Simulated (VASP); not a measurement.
# HfO2 under pressure and tension, part 2 of 3

How does HfO2 change with the volume? The starting structure is a measured crystal structure from the Crystallography Open Database. All runs use LDA. The equilibrium cell comes from relaxations that aren't shown. At each volume, shape and positions are relaxed as far as symmetry leaves them free.

VASP 6.6.1.

Results so far: the equilibrium volume 0.0 GPa; 0.96 of the equilibrium volume 7.3 GPa.

## (4) Relaxation at 1.04 of the equilibrium volume

Level of this step: LDA; plane waves and PAW (Hf_pv, O) (VASP).

File INCAR:

```
SYSTEM = HfO2
PREC = Accurate
ENCUT = 560
EDIFF = 1E-07
NELM = 100
ISMEAR = 0
SIGMA = 0.03
LREAL = .FALSE.
ALGO = Normal
GGA = CA
NBANDS = 56
LASPH = .TRUE.
LORBIT = 11
LWAVE = .FALSE.
LCHARG = .FALSE.
KPAR = 8
NCORE = 2
IBRION = 2
NSW = 50
ISIF = 4
EDIFFG = -0.003
```

File POSCAR:

```
HfO2
1.0
    5.0977649195      0.0000000000     -0.0257690874
    0.0000000000      5.1928993608      0.0000000000
   -0.8485548866      0.0000000000      5.1922921336
Hf O
4 8
Direct
    0.2779185438      0.0425222615      0.2079668469
    0.7220814562      0.5425222615      0.2920331531
    0.7220814562      0.9574777385      0.7920331531
    0.2779185438      0.4574777385      0.7079668469
    0.0733682657      0.3417219237      0.3369088607
    0.9266317343      0.8417219237      0.1630911393
    0.9266317343      0.6582780763      0.6630911393
    0.0733682657      0.1582780763      0.8369088607
    0.4461531119      0.7585902042      0.4819223077
    0.5538468881      0.2585902042      0.0180776923
    0.5538468881      0.2414097958      0.5180776923
    0.4461531119      0.7414097958      0.9819223077
```

File KPOINTS:

```
Automatic mesh
0
Gamma
4 4 4
0 0 0
```

Potentials, in the order of the species: Hf_pv and O (LDA family, release 64).

Run with:

```bash
mpirun -np 16 vasp_std
```

What it wrote:

```text
[... set-up lines as in an earlier step ...]
 entering main loop
       N       E                     dE             d eps       ncg     rms          rms(c)
DAV:   1     0.566753315494E+03    0.56675E+03   -0.52599E+04  3360   0.167E+03
DAV:   2    -0.118214064590E+03   -0.68497E+03   -0.66304E+03  4216   0.415E+02
DAV:   3    -0.153489722333E+03   -0.35276E+02   -0.35118E+02  3920   0.852E+01
DAV:   4    -0.153971888516E+03   -0.48217E+00   -0.48124E+00  4256   0.108E+01
[...]
DAV:  14    -0.132822761291E+03    0.60423E-06   -0.14300E-05  4312   0.192E-02    0.394E-02
DAV:  15    -0.132822761379E+03   -0.87494E-07   -0.19038E-06  3968   0.618E-03    0.815E-03
DAV:  16    -0.132822761378E+03    0.75306E-09   -0.73680E-08  2416   0.129E-03
   1 F= -.13282276E+03 E0= -.13282276E+03  d E =-.132823E+03
[... from here on, the cycles between the ionic steps are left out ...]
   2 F= -.13283084E+03 E0= -.13283084E+03  d E =-.807754E-02
   3 F= -.13283217E+03 E0= -.13283217E+03  d E =-.941275E-02
   5 F= -.13284043E+03 E0= -.13284043E+03  d E =-.826037E-02
   7 F= -.13284959E+03 E0= -.13284959E+03  d E =-.915755E-02
   9 F= -.13285506E+03 E0= -.13285506E+03  d E =-.546869E-02
  11 F= -.13285741E+03 E0= -.13285741E+03  d E =-.235267E-02
  13 F= -.13286097E+03 E0= -.13286097E+03  d E =-.355373E-02
  15 F= -.13286117E+03 E0= -.13286117E+03  d E =-.206455E-03
  17 F= -.13286125E+03 E0= -.13286125E+03  d E =-.777121E-04
  19 F= -.13286133E+03 E0= -.13286133E+03  d E =-.740125E-04
  21 F= -.13286134E+03 E0= -.13286134E+03  d E =-.127323E-04
  23 F= -.13286134E+03 E0= -.13286134E+03  d E =-.635646E-05
  24 F= -.13286135E+03 E0= -.13286135E+03  d E =-.499214E-05
 trial-energy change:   -0.000005  1 .order   -0.000005   -0.000007   -0.000002
 step:   1.2430(harm=  1.2430)  dis= 0.00046  next Energy=  -132.861350 (dE=-0.540E-05)
 reached required accuracy - stopping structural energy minimisation
```

Run time: 2.1 min. Hardware: 16 MPI ranks of Intel Xeon 6975P-C (Granite Rapids), shared host; peak memory 4.6 GiB.

OUTCAR, selected parts (step 4):

```text
  Total       -6.8598881     -6.8533436     -6.8555362      0.0000000      0.0000000      0.0036362
  in kB      -80.0272165    -79.9508678    -79.9764473      0.0000000      0.0000000      0.0424203
  external PRESSURE =     -79.9848439 kB  Pullay stress =       0.0000000 kB

 POSITION                                       TOTAL-FORCE (eV/Angst)
 -----------------------------------------------------------------------------------
      1.23092      0.22540      1.07236        -0.001092     -0.000622      0.002488
      3.44581      2.80127      1.49102         0.001092     -0.000622     -0.002488
      3.00929      4.92634      4.10188         0.001092      0.000622     -0.002488
      0.79440      2.35047      3.68322        -0.001092      0.000622      0.002488
      0.03127      1.68638      1.82411        -0.001291     -0.001313      0.001586
      4.64546      4.26225      0.73927         0.001291     -0.001313     -0.001586
      4.20894      3.46536      3.35014         0.001291      0.001313     -0.001586
     -0.40525      0.88949      4.43497        -0.001291      0.001313      0.001586
      1.88731      3.89971      2.47222        -0.000626     -0.000150     -0.000622
      2.78942      1.32384      0.09116         0.000626     -0.000150      0.000622
      2.35290      1.25203      2.70203         0.000626      0.000150      0.000622
      1.45079      3.82790      5.08308        -0.000626      0.000150     -0.000622
 -----------------------------------------------------------------------------------
    total drift:                               -0.000000      0.000000      0.000000

  FREE ENERGIE OF THE ION-ELECTRON SYSTEM (eV)
  ---------------------------------------------------
  free  energy   TOTEN  =      -132.8613493874 eV

  energy  without entropy=     -132.8613493874  energy(sigma->0) =     -132.86134939

[... 2 parts as in an earlier step ...]

[... 2 further parts left out ...]
[key lines of the parts left out:]
E-fermi :   3.1665
```

1.04 of the equilibrium volume: 11.445 Å³ an atom and a pressure of -8.00 GPa, and 3.902 eV of gap on the mesh. Further runs on this cell, not shown, give the modes Bg (9) 752.5, Bu (7) 712.8, Ag (1) 117.2 cm⁻¹.

## (5) Relaxation at 0.92 of the equilibrium volume

INCAR is that of step 4.

POSCAR: that of step 4 with these lines changed.

```diff
@@ -2,5 +2,5 @@
 1.0
-    5.0977649195      0.0000000000     -0.0257690874
-    0.0000000000      5.1928993608      0.0000000000
-   -0.8485548866      0.0000000000      5.1922921336
+    4.8936319208      0.0000000000     -0.0247371996
+    0.0000000000      4.9849568340      0.0000000000
+   -0.8145756710      0.0000000000      4.9843739223
 Hf O
```

KPOINTS is that of step 4.

Run with:

```bash
mpirun -np 16 vasp_std
```

What it wrote:

```text
[... set-up lines as in an earlier step ...]
 entering main loop
       N       E                     dE             d eps       ncg     rms          rms(c)
DAV:   1     0.584492055337E+03    0.58449E+03   -0.53239E+04  3360   0.169E+03
DAV:   2    -0.118435229819E+03   -0.70293E+03   -0.68223E+03  4176   0.426E+02
DAV:   3    -0.152278824331E+03   -0.33844E+02   -0.33712E+02  4040   0.852E+01
DAV:   4    -0.152666026840E+03   -0.38720E+00   -0.38672E+00  4096   0.990E+00
[...]
DAV:  13    -0.132115942835E+03    0.18935E-04   -0.94280E-05  3840   0.476E-02    0.439E-02
DAV:  14    -0.132115942635E+03    0.20081E-06   -0.10283E-05  4120   0.154E-02    0.333E-02
DAV:  15    -0.132115942659E+03   -0.23991E-07   -0.96052E-07  3640   0.447E-03
   1 F= -.13211594E+03 E0= -.13211594E+03  d E =-.132116E+03
[... from here on, the cycles between the ionic steps are left out ...]
   2 F= -.13213194E+03 E0= -.13213194E+03  d E =-.159947E-01
   3 F= -.13215905E+03 E0= -.13215905E+03  d E =-.431077E-01
   5 F= -.13220188E+03 E0= -.13220188E+03  d E =-.428341E-01
   7 F= -.13227834E+03 E0= -.13227834E+03  d E =-.764575E-01
   9 F= -.13235787E+03 E0= -.13235787E+03  d E =-.795237E-01
  11 F= -.13238751E+03 E0= -.13238751E+03  d E =-.109169E+00
  13 F= -.13241999E+03 E0= -.13241999E+03  d E =-.324769E-01
  15 F= -.13245084E+03 E0= -.13245084E+03  d E =-.308534E-01
  17 F= -.13246765E+03 E0= -.13246765E+03  d E =-.168103E-01
  19 F= -.13247137E+03 E0= -.13247137E+03  d E =-.371560E-02
  21 F= -.13247254E+03 E0= -.13247254E+03  d E =-.117284E-02
  23 F= -.13247281E+03 E0= -.13247281E+03  d E =-.269521E-03
  25 F= -.13247294E+03 E0= -.13247294E+03  d E =-.130133E-03
  27 F= -.13247299E+03 E0= -.13247299E+03  d E =-.543418E-04
  29 F= -.13247305E+03 E0= -.13247305E+03  d E =-.561579E-04
  31 F= -.13247305E+03 E0= -.13247305E+03  d E =-.587094E-04
  33 F= -.13247308E+03 E0= -.13247308E+03  d E =-.287280E-04
  34 F= -.13247309E+03 E0= -.13247309E+03  d E =-.111527E-04
 trial-energy change:   -0.000011  1 .order   -0.000011   -0.000016   -0.000007
 step:   1.5679(harm=  1.5679)  dis= 0.00067  next Energy=  -132.473094 (dE=-0.134E-04)
 reached required accuracy - stopping structural energy minimisation
```

The job ended after 2.9 min (16 MPI ranks; peak memory 4.6 GiB; 41 min of CPU time).

Parts of OUTCAR (step 5):

```text
  Total       11.3021137     11.3340892     11.3094546      0.0000000      0.0000000     -0.0007037
  in kB      149.0479002    149.4695809    149.1447093      0.0000000      0.0000000     -0.0092800
  external PRESSURE =     149.2207302 kB  Pullay stress =       0.0000000 kB

 POSITION                                       TOTAL-FORCE (eV/Angst)
 -----------------------------------------------------------------------------------
      1.19811      0.19967      1.06479        -0.000735     -0.001571      0.000034
      3.31871      2.75872      1.45747         0.000735     -0.001571     -0.000034
      2.97274      4.91842      3.89196         0.000735      0.001571     -0.000034
      0.85214      2.35937      3.49928        -0.000735      0.001571      0.000034
      0.26554      1.95536      1.47087         0.001077     -0.001205      0.001962
      4.25128      4.51440      1.05140        -0.001077     -0.001205     -0.001962
      3.90531      3.16273      3.48589        -0.001077      0.001205     -0.001962
     -0.08043      0.60369      3.90536         0.001077      0.001205      0.001962
      1.80775      3.90102      2.42847         0.000090     -0.000169     -0.000004
      2.70908      1.34197      0.09379        -0.000090     -0.000169      0.000004
      2.36311      1.21708      2.52828        -0.000090      0.000169      0.000004
      1.46178      3.77612      4.86296         0.000090      0.000169     -0.000004
 -----------------------------------------------------------------------------------
    total drift:                               -0.000000      0.000000      0.000000

  FREE ENERGIE OF THE ION-ELECTRON SYSTEM (eV)
  ---------------------------------------------------
  free  energy   TOTEN  =      -132.4730922234 eV

  energy  without entropy=     -132.4730922234  energy(sigma->0) =     -132.47309222

[... 2 parts as in an earlier step ...]

[... 2 further parts left out ...]
[key lines of the parts left out:]
E-fermi :   4.0441
```

0.92 of the equilibrium volume: 10.124 Å³ an atom and a pressure of 14.92 GPa, and 4.569 eV of gap on the mesh. Further runs on this cell, not shown, give the modes Bg (9) 794.0, Bu (7) 790.3, Ag (1) 152.1 cm⁻¹.

## (6) Relaxation at 0.98 of the equilibrium volume

INCAR is that of step 5.

POSCAR: that of step 5 with these lines changed.

```diff
@@ -2,5 +2,5 @@
 1.0
-    4.8936319208      0.0000000000     -0.0247371996
-    0.0000000000      4.9849568340      0.0000000000
-   -0.8145756710      0.0000000000      4.9843739223
+    4.9977828584      0.0000000000     -0.0252636803
+    0.0000000000      5.0910514354      0.0000000000
+   -0.8319122466      0.0000000000      5.0904561177
 Hf O
```

KPOINTS is that of step 5.

Run with:

```bash
mpirun -np 16 vasp_std
```

What it wrote:

```text
[... set-up lines as in an earlier step ...]
 entering main loop
       N       E                     dE             d eps       ncg     rms          rms(c)
DAV:   1     0.577778373220E+03    0.57778E+03   -0.52912E+04  3360   0.168E+03
DAV:   2    -0.118536566089E+03   -0.69631E+03   -0.67489E+03  4200   0.422E+02
DAV:   3    -0.153266733838E+03   -0.34730E+02   -0.34586E+02  3936   0.852E+01
DAV:   4    -0.153706848062E+03   -0.44011E+00   -0.43935E+00  4160   0.104E+01
[...]
DAV:  14    -0.132927797469E+03    0.26707E-06   -0.12184E-05  4160   0.170E-02    0.378E-02
DAV:  15    -0.132927797523E+03   -0.54750E-07   -0.13703E-06  3912   0.527E-03    0.646E-03
DAV:  16    -0.132927797513E+03    0.10556E-07   -0.89856E-08  2392   0.153E-03
   1 F= -.13292780E+03 E0= -.13292780E+03  d E =-.132928E+03
[... from here on, the cycles between the ionic steps are left out ...]
   2 F= -.13292946E+03 E0= -.13292946E+03  d E =-.166072E-02
   3 F= -.13293025E+03 E0= -.13293025E+03  d E =-.245435E-02
   5 F= -.13293241E+03 E0= -.13293241E+03  d E =-.216311E-02
   7 F= -.13293551E+03 E0= -.13293551E+03  d E =-.309331E-02
   9 F= -.13293836E+03 E0= -.13293836E+03  d E =-.285452E-02
  11 F= -.13294129E+03 E0= -.13294129E+03  d E =-.147837E-02
  13 F= -.13294347E+03 E0= -.13294347E+03  d E =-.613809E-03
  15 F= -.13294368E+03 E0= -.13294368E+03  d E =-.129692E-03
  17 F= -.13294374E+03 E0= -.13294374E+03  d E =-.593967E-04
  19 F= -.13294377E+03 E0= -.13294377E+03  d E =-.240305E-04
  21 F= -.13294378E+03 E0= -.13294378E+03  d E =-.170175E-04
  23 F= -.13294382E+03 E0= -.13294382E+03  d E =-.213736E-04
  25 F= -.13294385E+03 E0= -.13294385E+03  d E =-.142522E-04
  26 F= -.13294385E+03 E0= -.13294385E+03  d E =-.224481E-04
  27 F= -.13294386E+03 E0= -.13294386E+03  d E =-.883968E-05
 trial-energy change:   -0.000009  1 .order   -0.000008   -0.000012   -0.000004
 step:   0.7455(harm=  0.8424)  dis= 0.00049  next Energy=  -132.943863 (dE=-0.954E-05)
 reached required accuracy - stopping structural energy minimisation
```

Run time: 2 min. Hardware: 16 MPI ranks; peak memory 4.5 GiB.

OUTCAR, selected parts (step 6):

```text
  Total        2.9772298      2.9800266      2.9837166      0.0000000      0.0000000      0.0074668
  in kB       36.8587236     36.8933488     36.9390328      0.0000000      0.0000000      0.0924411
  external PRESSURE =      36.8970350 kB  Pullay stress =       0.0000000 kB

 POSITION                                       TOTAL-FORCE (eV/Angst)
 -----------------------------------------------------------------------------------
      1.21937      0.21404      1.05464        -0.002622      0.000684     -0.000562
      3.36387      2.77625      1.47310         0.002622      0.000684      0.000562
      2.95943      4.91039      4.00512         0.002622     -0.000684      0.000562
      0.81493      2.34818      3.58666        -0.002622     -0.000684     -0.000562
      0.13279      1.81093      1.65456         0.001403      0.000320      0.002561
      4.45045      4.37315      0.87318        -0.001403      0.000320     -0.002561
      4.04601      3.31350      3.40520        -0.001403     -0.000320     -0.002561
     -0.27165      0.75128      4.18658         0.001403     -0.000320      0.002561
      1.82434      3.89420      2.45114        -0.000174      0.000507     -0.000627
      2.75890      1.33199      0.07660         0.000174      0.000507      0.000627
      2.35446      1.23023      2.60862         0.000174     -0.000507      0.000627
      1.41990      3.79244      4.98316        -0.000174     -0.000507     -0.000627
 -----------------------------------------------------------------------------------
    total drift:                               -0.000000     -0.000000     -0.000000

  FREE ENERGIE OF THE ION-ELECTRON SYSTEM (eV)
  ---------------------------------------------------
  free  energy   TOTEN  =      -132.9438623694 eV

  energy  without entropy=     -132.9438623694  energy(sigma->0) =     -132.94386237

[... 2 parts as in an earlier step ...]

[... 2 further parts left out ...]
[key lines of the parts left out:]
E-fermi :   3.4965
```

0.98 of the equilibrium volume: 10.785 Å³ an atom and a pressure of 3.69 GPa, and 4.073 eV of gap on the mesh. Further runs on this cell, not shown, give the modes Bg (9) 789.2, Bu (7) 761.4, Ag (1) 141.6 cm⁻¹.

## (7) Relaxation at 1.02 of the equilibrium volume

INCAR is that of step 6.

POSCAR: that of step 6 with these lines changed.

```diff
@@ -2,5 +2,5 @@
 1.0
-    4.9977828584      0.0000000000     -0.0252636803
-    0.0000000000      5.0910514354      0.0000000000
-   -0.8319122466      0.0000000000      5.0904561177
+    5.0648751980      0.0000000000     -0.0256028306
+    0.0000000000      5.1593958516      0.0000000000
+   -0.8430801866      0.0000000000      5.1587925420
 Hf O
```

KPOINTS is that of step 6.

Run with:

```bash
mpirun -np 16 vasp_std
```

What it wrote:

```text
[... set-up lines as in an earlier step ...]
 entering main loop
       N       E                     dE             d eps       ncg     rms          rms(c)
DAV:   1     0.572923110021E+03    0.57292E+03   -0.52562E+04  3360   0.167E+03
DAV:   2    -0.119166188678E+03   -0.69209E+03   -0.67196E+03  4264   0.418E+02
DAV:   3    -0.153511428106E+03   -0.34345E+02   -0.34207E+02  3944   0.843E+01
DAV:   4    -0.153954960671E+03   -0.44353E+00   -0.44273E+00  4176   0.104E+01
[...]
DAV:  14    -0.132942657085E+03    0.47122E-06   -0.13482E-05  4232   0.185E-02    0.385E-02
DAV:  15    -0.132942657171E+03   -0.85774E-07   -0.17886E-06  3976   0.601E-03    0.840E-03
DAV:  16    -0.132942657164E+03    0.70559E-08   -0.77279E-08  2400   0.134E-03
   1 F= -.13294266E+03 E0= -.13294266E+03  d E =-.132943E+03
[... from here on, the cycles between the ionic steps are left out ...]
   2 F= -.13294465E+03 E0= -.13294465E+03  d E =-.198900E-02
   3 F= -.13294511E+03 E0= -.13294511E+03  d E =-.245037E-02
   4 F= -.13294691E+03 E0= -.13294691E+03  d E =-.180351E-02
   5 F= -.13294729E+03 E0= -.13294729E+03  d E =-.217886E-02
   6 F= -.13294841E+03 E0= -.13294841E+03  d E =-.112726E-02
   7 F= -.13295000E+03 E0= -.13295000E+03  d E =-.271797E-02
   8 F= -.13295087E+03 E0= -.13295087E+03  d E =-.863949E-03
   9 F= -.13295209E+03 E0= -.13295209E+03  d E =-.208668E-02
  10 F= -.13295291E+03 E0= -.13295291E+03  d E =-.817426E-03
  11 F= -.13295310E+03 E0= -.13295310E+03  d E =-.100946E-02
  12 F= -.13295368E+03 E0= -.13295368E+03  d E =-.577663E-03
  13 F= -.13295432E+03 E0= -.13295432E+03  d E =-.121808E-02
  14 F= -.13295409E+03 E0= -.13295409E+03  d E =-.985857E-03
  15 F= -.13295447E+03 E0= -.13295447E+03  d E =-.136833E-02
  16 F= -.13295456E+03 E0= -.13295456E+03  d E =-.873412E-04
  17 F= -.13295456E+03 E0= -.13295456E+03  d E =-.947161E-04
  18 F= -.13295459E+03 E0= -.13295459E+03  d E =-.221478E-04
  19 F= -.13295459E+03 E0= -.13295459E+03  d E =-.250988E-04
  20 F= -.13295459E+03 E0= -.13295459E+03  d E =-.254157E-04
  21 F= -.13295460E+03 E0= -.13295460E+03  d E =-.135602E-04
  22 F= -.13295461E+03 E0= -.13295461E+03  d E =-.182440E-04
[...]
reached required accuracy - stopping structural energy minimisation
```

Elapsed: 1.8 min, on 16 MPI ranks; peak memory 4.4 GiB; 26 min of CPU time.

From OUTCAR (step 7):

```text
  Total       -3.3349663     -3.3540681     -3.3272544      0.0000000      0.0000000     -0.0110308
  in kB      -39.6684557    -39.8956660    -39.5767256      0.0000000      0.0000000     -0.1312082
  external PRESSURE =     -39.7136158 kB  Pullay stress =       0.0000000 kB

 POSITION                                       TOTAL-FORCE (eV/Angst)
 -----------------------------------------------------------------------------------
      1.22771      0.22140      1.06535         0.000184     -0.001859     -0.001269
      3.41715      2.78851      1.48448        -0.000184     -0.001859      0.001269
      2.98821      4.91282      4.07311        -0.000184      0.001859      0.001269
      0.79877      2.34571      3.65397         0.000184      0.001859     -0.001269
      0.05223      1.70766      1.78325        -0.002077     -0.001620      0.001204
      4.59263      4.27478      0.76658         0.002077     -0.001620     -0.001204
      4.16369      3.42656      3.35521         0.002077      0.001620     -0.001204
     -0.37672      0.85945      4.37187        -0.002077      0.001620      0.001204
      1.86360      3.88931      2.46605         0.000491      0.001342     -0.000461
      2.78126      1.32219      0.08378        -0.000491      0.001342      0.000461
      2.35232      1.24492      2.67240        -0.000491     -0.001342      0.000461
      1.43466      3.81203      5.05468         0.000491     -0.001342     -0.000461
 -----------------------------------------------------------------------------------
    total drift:                               -0.000000     -0.000000      0.000000

  FREE ENERGIE OF THE ION-ELECTRON SYSTEM (eV)
  ---------------------------------------------------
  free  energy   TOTEN  =      -132.9546072103 eV

  energy  without entropy=     -132.9546072103  energy(sigma->0) =     -132.95460721

[... 2 parts as in an earlier step ...]

[... 2 further parts left out ...]
[key lines of the parts left out:]
E-fermi :   3.2403
```

The log as kept lacks single lines of electronic cycles.

1.02 of the equilibrium volume: 11.225 Å³ an atom and a pressure of -3.97 GPa, and 3.900 eV of gap on the mesh. Further runs on this cell, not shown, give the modes Bg (9) 769.7, Bu (7) 730.5, Ag (1) 117.3 cm⁻¹.

(Part 2 of 3 ends here.)

[Lines on the potential files, build, host, timing and source positions are cut from VASP's logs without a mark.]

[Logs are printed without paths, hosts, clocks, repeated set-up lines and the standing remarks that a program may print on its own settings, such as how far it seeks lower states.]

[Hosts, paths, dates, database ids (printed as entryN), source tags and the programs' standing remarks are cut or masked in the printed files.]
